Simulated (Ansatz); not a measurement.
# The W2NS2 MXene monolayer under a gate, part 3 of 3

Aim: charge, voltage and capacitance of the W2NS2 MXene monolayer in a field-effect set-up.

Ansatz 0.2.0; plane-wave DFT, PBEsol-D3(BJ), Ansatz PAW (the session's first sound run).

So far. Step 8 (Gated layer, added electrons -11×10¹³ per cm²): Against the uncharged case this takes -6.15 V.

## (9) Gated layer, added electrons 2×10¹³ per cm²

input.yaml reads:

```yaml
crystal:
  lattice:
    - [2.9508915175, 0.0, 0.0]
    - [-1.4754457587, 2.555547018, 0.0]
    - [0.0, 0.0, 42.1411971237]
  atoms:
    - { symbol: S, position: [0.3333333333, 0.6666666667, 0.4271354691] }
    - { symbol: W, position: [0.6666666667, 0.3333333333, 0.4666189384] }
    - { symbol: "N", position: [0.0, 0.0, 0.5] }
    - { symbol: W, position: [0.3333333333, 0.6666666667, 0.5333810616] }
    - { symbol: S, position: [0.6666666667, 0.3333333333, 0.5728645309] }
  periodic: [true, true, false]
  symmetry: { detect: true }
total_charge: -0.015082
kpoints:
  mp_grid: { grid: [42, 42, 1] }
  band_path:
    path: [[0, 0, 0], [0.5, 0, 0], [0.33333333, 0.33333333, 0], [0, 0, 0]]
    npoints: 16
hamiltonian:
  xc: pbesol
  dispersion: d3bj
scf:
  occupations: { method: fermi_dirac, width: 0.05 }
  convergence: { dr2_threshold: 1.0e-10 }
output:
  forces: true
  eigenvalues: true
  dos: { projected: true, e_range: [-3, 3], de: 0.01 }
  write_potential: true
  write_density: true
  volumetric_format: npy
  elf: true
external_charges:
  - { charge: 0, barrier: 10, axis: 3, height: 26.641, sigma: 0.25 }
  - { charge: 0.015082, axis: 3, height: 28.141, sigma: 0.33 }
```

On the command line:

```
> ansatz run input.yaml --threads 4 --pin off --max-ram 12288MiB --backend cpu --events-out ev --progress --plain --runs-dir out
```

Numbers of over 12 decimals in the logs are rounded to 6 here.

The log of the run:

```text
[...]
Crystal: 5 atoms, lattice volume = 317.793 Å³
Basis set: ecut = 420 eV, 6117 PW (Γ), exchange–correlation on 40×40×576 points (8 copies of the dense FFT grid, shifted against one another)
Bands: 28, of which v1, the nominal top of the filled ones, is band 23 counted from 1 (22 counted from 0)
Symmetry: 6 space group operations
k-points: 169 of 1764 (time reversal used)
[...]
--- Band table (eV; the first three rows and the last of 169) ---
  k-point 0: bands = [... 19 lower, -4.9754, -4.9553, -4.9553, -4.9029, -4.9029, -4.0813, -4.0813, -1.4832, ... 1 higher]
  k-point 1: bands = [... 19 lower, -5.2070, -5.1812, -4.9502, -4.6896, -4.6682, -4.1218, -4.0943, -1.5141, ... 1 higher]
  k-point 2: bands = [... 19 lower, -5.5187, -5.4177, -4.8908, -4.4921, -4.4052, -4.2219, -4.1309, -1.6001, ... 1 higher]
  k-point 168: bands = [... 19 lower, -8.5891, -4.5976, -4.0419, -4.0304, -3.5384, -2.4939, -2.4860, -1.5623, ... 1 higher]
[key lines of the parts left out:]
SCF converged after 11 iterations
Free energy (F): -22664.742910 eV
Fermi energy:    -4.336056 eV
```

Run time: 92 s. Hardware: 4 threads of Arm Neoverse V1, shared host; peak memory 1.4 GiB; 6.1 min of CPU time.

The density of states has structure finer than the step of the table below, so its rows give means over 0.2 eV, whole bins alone (the curve runs from -3 to 1.99 eV). Peaks (eV: height): -2.74: 4.40, -1.90: 16.0, -1.18: 4.77, -0.23: 6.91, 0.80: 3.43.

The density of states by energy, zero at the Fermi level; means over each step:

| energy (eV) | density of states (states/eV a cell) |
| --- | --- |
| -2.8 | 2.68 |
| -2.6 | 2.20 |
| -2.4 | 2.11 |
| -2.2 | 0.514 |
| -2.0 | 2.54 |
| -1.8 | 4.44 |
| -1.6 | 2.12 |
| -1.4 | 1.88 |
| -1.2 | 2.97 |
| -1.0 | 1.95 |
| -0.8 | 1.39 |
| -0.6 | 1.32 |
| -0.4 | 2.33 |
| -0.2 | 3.27 |
| 0.0 | 2.48 |
| 0.2 | 1.99 |
| 0.4 | 1.87 |
| 0.6 | 1.75 |
| 0.8 | 2.71 |
| 1.0 | 2.49 |
| 1.2 | 2.16 |
| 1.4 | 1.88 |
| 1.6 | 1.74 |
| 1.8 | 1.84 |

Against the uncharged case this takes +1.10 V.

## (10) Gated layer, added electrons 6×10¹³ per cm²

Changes to input.yaml since step 9:

```diff
@@ -13,3 +13,3 @@
   symmetry: { detect: true }
-total_charge: -0.015082
+total_charge: -0.045247
 kpoints:
@@ -35,2 +35,2 @@
   - { charge: 0, barrier: 10, axis: 3, height: 26.641, sigma: 0.25 }
-  - { charge: 0.015082, axis: 3, height: 28.141, sigma: 0.33 }
+  - { charge: 0.045247, axis: 3, height: 28.141, sigma: 0.33 }
```

The log of the run:

```text
[...]
Crystal: 5 atoms, lattice volume = 317.793 Å³
Basis set: ecut = 420 eV, 6117 PW (Γ), exchange–correlation on 40×40×576 points (8 copies of the dense FFT grid, shifted against one another)
Bands: 28, of which v1, the nominal top of the filled ones, is band 23 counted from 1 (22 counted from 0)
Symmetry: 6 space group operations
k-points: 169 of 1764 (time reversal used)
[...]
--- Band table (eV; the first three rows and the last of 169) ---
  k-point 0: bands = [... 19 lower, -3.9089, -3.8806, -3.8806, -3.8292, -3.8292, -3.0090, -3.0090, -0.4212, ... 1 higher]
  k-point 1: bands = [... 19 lower, -4.1333, -4.1071, -3.8831, -3.6156, -3.5940, -3.0494, -3.0220, -0.4525, ... 1 higher]
  k-point 2: bands = [... 19 lower, -4.4460, -4.3438, -3.8225, -3.4199, -3.3312, -3.1479, -3.0581, -0.5394, ... 1 higher]
  k-point 168: bands = [... 19 lower, -7.5069, -3.5312, -2.9811, -2.9487, -2.4806, -1.4264, -1.4035, -0.5010, ... 1 higher]
[key lines of the parts left out:]
SCF converged after 11 iterations
Free energy (F): -22664.825023 eV
Fermi energy:    -3.251775 eV
```

Wall time 77 s (4 threads); peak memory 1.4 GiB.

The density of states has structure finer than the step of the table below, so its rows give means over 0.2 eV, whole bins alone (the curve runs from -3 to 1.99 eV). Peaks (eV: height): -2.94: 3.15, -1.92: 16.9, -1.87: 7.74, -1.20: 4.83, -0.31: 7.23, -0.25: 7.37.

Density of states against energy, zero at the Fermi level; means over each step:

energy (eV), density of states (states/eV a cell) and a bar from the least value:
```
     -2.8        2.5 ################
     -2.6        2.2 #############
     -2.4        2.0 ############
     -2.2        0.6 
     -2.0        4.2 ##############################
     -1.8        3.9 ###########################
     -1.6        2.0 ############
     -1.4        1.9 ###########
     -1.2        3.0 ####################
     -1.0        1.9 ###########
     -0.8        1.4 #######
     -0.6        1.3 ######
     -0.4        2.6 #################
     -0.2        3.3 ######################
      0.0        2.5 ################
      0.2        2.0 ###########
      0.4        1.8 ##########
      0.6        1.8 ##########
      0.8        2.7 ##################
      1.0        2.5 ################
      1.2        2.1 #############
      1.4        1.9 ###########
      1.6        1.7 ##########
      1.8        1.8 ##########
```

Against the uncharged case this takes +3.26 V.

## (11) The series together

This step: plane-wave DFT, PBEsol-D3(BJ), Ansatz PAW; charging by gates (Ansatz 0.2.0).

The potential behind each gate is read from every run and counted from the uncharged case.

Voltage on the gate against the layer's Fermi level, from the uncharged case. The gate voltage by added electrons:

| added electrons (10¹³ per cm²) | gate voltage (V) |
| --- | --- |
| -11.00 | -6.15 |
| -7.00 | -3.89 |
| -4.00 | -2.21 |
| -2.00 | -1.10 |
| -1.00 | -0.551 |
| 0.00 | 0 |
| 2.00 | 1.10 |
| 6.00 | 3.26 |

Charge step over voltage step between neighbouring densities. Table of total capacitance by added electrons:

| added electrons (10¹³ per cm²) | total capacitance (µF/cm²) |
| --- | --- |
| -9.00 | 2.84 |
| -5.50 | 2.87 |
| -3.00 | 2.89 |
| -1.50 | 2.90 |
| -0.50 | 2.91 |
| 1.00 | 2.93 |
| 4.00 | 2.96 |

Work function of the face away from the gate. Work function of the far face against added electrons:

| added electrons (1e13 /cm²) | work function of the far face (eV) |
| --- | --- |
| -11.00 | 5.01 |
| -7.00 | 5.00 |
| -4.00 | 5.00 |
| -2.00 | 5.00 |
| -1.00 | 5.00 |
| 0.00 | 5.00 |
| 2.00 | 5.00 |
| 6.00 | 5.00 |

By hand: 10¹³ electrons per cm² are 0.001 e/Å², which by Gauss's law end a field of 0.181 V/Å. At 11×10¹³ holes per cm² the field towards a gate is 1.990 V/Å, which over the 4 Å from the outer atoms would drop 7.96 V; the run needs 6.15 V.

## (12) A changed input

This step: plane-wave DFT, PBEsol-D3(BJ), Ansatz PAW, but for the change named below (Ansatz 0.2.0).

A run with a changed input: it repeats the earlier run at -1 × 10¹³ added electrons per cm² with hamiltonian.dispersion from d3bj to d3bjatm, scf.mixing.algorithm to anderson, scf.mixing.beta to 0.9 and scf.mixing.ndim to 2.

input.yaml, the sections that differ from step 10:

```yaml
total_charge: 0.007541
hamiltonian:
  xc: pbesol
  dispersion: d3bjatm
scf:
  occupations: { method: fermi_dirac, width: 0.05 }
  convergence: { dr2_threshold: 1.0e-10 }
  mixing: { algorithm: anderson, beta: 0.9, ndim: 2 }
output:
  forces: true
  eigenvalues: true
  write_potential: true
  write_density: true
  volumetric_format: npy
external_charges:
  - { charge: 0, barrier: 10, axis: 3, height: 26.641, sigma: 0.25 }
  - { charge: -0.007541, axis: 3, height: 28.141, sigma: 0.33 }
# crystal, kpoints: as in step 10
```

The log of the run:

```text
[...]
Crystal: 5 atoms, lattice volume = 317.793 Å³
Basis set: ecut = 420 eV, 6117 PW (Γ), exchange–correlation on 40×40×576 points (8 copies of the dense FFT grid, shifted against one another)
Bands: 28, of which v1, the nominal top of the filled ones, is band 22 counted from 1 (21 counted from 0)
Symmetry: 6 space group operations
k-points: 169 of 1764 (time reversal used)
[...]
SCF iter   1: F=—  HF=-22666.341008 eV  |F-HF|=—  |Δ(HF+E_count)|=         —  Δρ=4.08e-2  dr2=6.98e0  ethr=3.10e-3  ⟨swp⟩=16.2  Hψ=44784  notcnv=0
[...]
SCF iter  18: F=-22664.559072 eV  HF=-22664.559072 eV  |F-HF|=1.67e-10  |Δ(HF+E_count)|=  1.89e-10  Δρ=7.89e-8  dr2=4.45e-11  ethr=1.00e-12  ⟨swp⟩=19.1  Hψ=47940  notcnv=0
SCF 1 converged in 18 iterations: F = -22664.559072 eV  dr2 = 4.45e-11
[...]
SCF converged after 18 iterations
Stability not checked: this state was not tested for a lower state beside it, because the mixer in use, unlike msr1, does not test its closes by its own steps (another_mixer; see scf.mixing.algorithm and scf.lower_state_search)
Free energy (F): -22664.559072 eV
[...]
Internal energy: -22664.539217 eV  (E = F + TS)
E sigma→0 (E₀):  -22664.549145 eV
Entropy (-TS):   -0.019855 eV (-3.971 meV/atom)
Fermi energy:    -5.160005 eV
[...]
--- Forces (eV/Å), atoms and charges each counted from 1 ---
  atom   1  S     -0.00000000    -0.00000000     0.02370816
  atom   2  W      0.00000000     0.00000000    -0.00300639
  atom   3  N     -0.00000000     0.00000000     0.00180421
  atom   4  W      0.00000000    -0.00000000    -0.01670231
  atom   5  S     -0.00000000     0.00000000    -0.09335892
  external charge   1     0.00000000     0.00000000     0.08823839
  external charge   2     0.00000000     0.00000000    -0.00068314
  max |Σ_I F_I| component, the external charges' with the atoms': 1.27e-8 eV/Å
--- Band table (eV; the first three rows and the last of 169) ---
  k-point 0: bands = [... 18 lower, -7.5844, -5.7860, -5.7726, -5.7726, -5.7188, -5.7188, -4.8961, -4.8961, ... 2 higher]
  k-point 1: bands = [... 18 lower, -7.5717, -6.0231, -5.9977, -5.7613, -5.5060, -5.4847, -4.9368, -4.9092, ... 2 higher]
  k-point 2: bands = [... 18 lower, -7.5357, -6.3342, -6.2340, -5.7026, -5.3073, -5.2217, -5.0379, -4.9460, ... 2 higher]
  k-point 168: bands = [... 18 lower, -9.4118, -9.4016, -5.4087, -4.8527, -4.8481, -4.3424, -3.3088, -3.3053, ... 2 higher]
```

The job ended after 1.9 min (4 threads; peak memory 1.4 GiB).

Numbers from this step:

- energy at zero smearing: -22664.5491 eV
- potential beyond the upper barrier and gate, less the barrier, from the Fermi level: 5.319 eV

The electronic bands at the labelled points (eV, zero at the Fermi level):

| point | band 19 | band 20 | band 21 | band 22 | band 23 | band 24 | band 25 | band 26 |
| --- | --- | --- | --- | --- | --- | --- | --- | --- |
| Γ | -2.42 | -0.63 | -0.61 | -0.61 | -0.56 | -0.56 | 0.26 | 0.26 |
| halfway | -2.55 | -2.47 | -1.90 | -1.33 | -0.10 | 0.36 | 1.04 | 1.80 |
| M | -3.25 | -2.90 | -2.04 | -1.82 | 2.29 | 2.86 | 3.03 | 3.08 |
| halfway | -3.86 | -3.59 | -1.70 | -0.63 | 1.34 | 1.80 | 2.35 | 2.50 |
| K | -4.25 | -4.24 | -0.25 | 0.31 | 0.31 | 0.82 | 1.85 | 1.85 |
| halfway | -3.02 | -2.98 | -1.37 | -1.28 | -0.23 | 0.47 | 1.65 | 2.17 |
| Γ | -2.42 | -0.63 | -0.61 | -0.61 | -0.56 | -0.56 | 0.26 | 0.26 |

Force by atom:

| atom | x (eV/Å) | y (eV/Å) | z (eV/Å) | size |
| --- | --- | --- | --- | --- |
| S1 | 0.0000 | 0.0000 | 0.0237 | 0.0237 |
| W2 | 0.0000 | 0.0000 | -0.0030 | 0.0030 |
| N3 | 0.0000 | 0.0000 | 0.0018 | 0.0018 |
| W4 | 0.0000 | 0.0000 | -0.0167 | 0.0167 |
| S5 | 0.0000 | 0.0000 | -0.0934 | 0.0934 |

| quantity | this run | earlier run | difference |
| --- | --- | --- | --- |
| potential beyond the upper barrier and gate, less the barrier, from the Fermi level (eV) | 5.319 | 5.319 | 0 |

Nothing in the table moves by 0.01 in its unit. The run took 18 SCF cycles against 11.

Of the bands kept, 3 cross the Fermi level on this path.

## (13) Varying the input

This step: plane-wave DFT, PBEsol-D3(BJ), Ansatz PAW (Ansatz 0.2.0).

An input spoilt on purpose, to show how the run answers: it repeats the earlier run at -1 × 10¹³ added electrons per cm² with crystal.atoms[0].spin to 2.0, and scf.max_iter set to 75.

Changes to input.yaml since step 12:

```diff
@@ -6,3 +6,3 @@
   atoms:
-    - { symbol: S, position: [0.3333333333, 0.6666666667, 0.4271354691] }
+    - { symbol: S, position: [0.3333333333, 0.6666666667, 0.4271354691], spin: 2.0 }
     - { symbol: W, position: [0.6666666667, 0.3333333333, 0.4666189384] }
@@ -21,3 +21,3 @@
   xc: pbesol
-  dispersion: d3bjatm
+  dispersion: d3bj
 scf:
@@ -25,3 +25,3 @@
   convergence: { dr2_threshold: 1.0e-10 }
-  mixing: { algorithm: anderson, beta: 0.9, ndim: 2 }
+  max_iter: 75
 output:
```

The log of the run:

```text
Error: inconsistent input (magnetization.spin_polarized): false but per-atom `spin:`, `per_species`, `initial_magnetization`, `magnetic_field`, or `spin_locking` is set
```

The job ended after 0.04 s (4 threads; peak memory 0.034 GiB).

The program refused the input before any cycle.

The program's message: “Error: inconsistent input (magnetization.spin_polarized): false but per-atom `spin:`, `per_species`, `initial_magnetization`, `magnetic_field`, or `spin_locking` is set”

The fault put into the input: a moment without spin polarisation.

## (14) Outcome

| Quantity | Value |
| --- | --- |
| gap with uncharged gates | none |
| gate voltage at 11×10¹³ holes per cm² | -6.15 V |
| gate voltage at 6×10¹³ electrons per cm² | +3.26 V |
| total capacitance near 9×10¹³ holes per cm² | 2.84 µF/cm² |

What this shows: Putting 11×10¹³ holes per cm² on the layer takes -6.15 V on the gate; how far the Fermi level moves against the bands is taken for single layers without spin and with an even electron count alone. Plates 4 Å apart would give 2.21 µF/cm² in vacuum; the computed total runs from 2.8 to 2.96 µF/cm². A value over that of the plates means that the screening charge has its centre outside the outer atoms; a low density of states works the other way. Few carriers sample few k-points, so the slopes at the lowest densities depend on the mesh and on the temperature. The gates are charged sheets behind model barriers, not atoms. The first relaxation ran with spin and lost its moment, and the later runs have none; other magnetic states were not tried. Spin-orbit coupling is left out, which matters for the bands of elements this heavy. The MXene's terminations sit over the metal atoms of its far layer; the site over carbon or nitrogen, which some compounds prefer, was not run. With this functional, D3(BJ) tends to leave the relaxed cell short of measured lattice constants, by some per cent.

[Logs are printed without paths, hosts, clocks, repeated set-up lines and the standing remarks that a program may print on its own settings, such as how far it seeks lower states.]

[Hosts, paths, dates, database ids (printed as entryN), source tags and the programs' standing remarks are cut or masked in the printed files.]

[Maps of the electrostatic potential energy from Ansatz leave out the sawtooth potential of an applied field or a dipole correction, so their vacuum need not be flat; planar profiles and work functions include it.]

[The density of states shown here was stored with 400 of the rows of the run's finer table, so its peaks can read low, often by over a quarter, or be missed, and its means over a window can be off by a tenth or more.]
